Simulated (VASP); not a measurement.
## HgTe (Coloradoite): equation of state with LDA

**Experimental background.**

A printed reference work, monograph reports, for a bulk crystal of HgTe: bulk modulus 43 GPa.

The system is HgTe (Coloradoite).

```
CELL_PARAMETERS angstrom
0.00000 3.22561 3.22561
3.22561 0.00000 3.22561
3.22561 3.22561 0.00000
ATOMIC_POSITIONS crystal
Hg 0.00000 0.00000 0.00000
Te 0.75000 0.75000 0.75000
```

```json
{
  "Program": "VASP 6.6.1",
  "Task": "equation of state",
  "Functional": "LDA",
  "Potentials or basis": "VASP PAW LDA potentials, release 64 (Hg, Te)",
  "Cutoff": "520 eV",
  "k mesh": "6 × 6 × 6",
  "Occupations": "fermi-dirac, width 0.05 eV",
  "Spin": "no spin polarisation"
}
```

- Equilibrium volume: 33.57 Å³/atom
- Bulk modulus: 47 GPa
- Pressure derivative of the bulk modulus: 5.3 (rough: it moves with the points fitted)

Energy against volume, from the lowest point:
```csv
volume (Å³/atom),energy (meV/atom)
32.219,8.73
32.890,2.12
33.561,0.00
34.232,1.83
34.904,7.15
```

All runs of the series together: 94 s on 1 thread of AMD EPYC 7R13 Processor (Zen 3), on a shared host.

Measured bulk modulus of HgTe: 43 GPa (a printed reference work, monograph). This calculation gives 47 GPa (+9.4 %). The fit is for a static lattice scaled at fixed shape and fixed fractional positions.

Spin-orbit coupling is left out, which matters for the levels of Hg, Te.
